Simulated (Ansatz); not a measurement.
WC:

```xyz
2
Lattice="1.6403 -2.1180 0.0000 1.6403 2.1180 0.0000 0.0000 0.0000 4.3094" Properties=species:S:1:pos:R:3 pbc="T T T"
W     1.6403    0.0000    2.1547
C     0.0000    0.0000    0.0000
```

The cell was built by a generator and needn't be a form met in nature.

| Quantity | Value |
| --- | --- |
| Program | Ansatz 0.2.0 |
| Task | relaxation of cell and atoms |
| Functional | BLYP |
| Potentials or basis | Ansatz PAW |
| Cutoff | 420 eV (not typed: the program's choice for these potentials) |
| k mesh | 10 × 10 × 6 |
| Occupations | fermi-dirac, width 0.05 eV |
| Spin | no spin polarisation |

At the start: volume 14.97 Å³/atom.

Where does the relaxation end?

It ends after 20 steps and the volume is 12.81 Å³/atom (-14.4 %); space group Cmmm (No. 65, to 0.05 Å).

Step by step:
```
step  energy change (eV)  largest force (eV/Å)  volume (Å³)
   1              0.0000                0.0000        29.94
   2             -0.6337                0.0000        27.92
   3             -1.3039                0.0000        26.31
   4             -1.9836                0.0000        24.89
   5             -2.5993                0.0000        23.76
   6             -3.1150                0.0000        22.81
   7             -3.4302                0.0000        22.74
   8             -3.5546                0.0000        23.31
   9             -3.6183                0.0000        23.82
  10             -3.6266                0.0000        24.43
  11             -3.6279                0.0000        24.35
  12             -3.6279                0.0000        24.38
  13             -3.6826                0.0000        24.38
  14             -3.7080                0.0000        24.99
  15             -3.7107                0.0000        25.83
  16             -3.7126                0.0000        25.58
  17             -3.7127                0.0000        25.57
  18             -3.7156                0.0000        25.57
  19             -3.7155                0.0000        25.63
  20             -3.7156                0.0000        25.63
```

Final structure:
```
W C
1.0
     1.46648   -2.87329    0.00000
     1.46648    2.87329    0.00000
     0.00000    0.00000    3.04085
W C
1 1
Cartesian
  1.4665 0.0000 1.5204
  0.0000 0.0000 0.0000
```

Caveat: the plane-wave basis is chosen anew once the cell has moved, so the energies of steps on either side of that aren't comparable; the PAW data sets come from PBE, with cores solved anew for the run's functional, which leaves a small shift of forces and pressure.
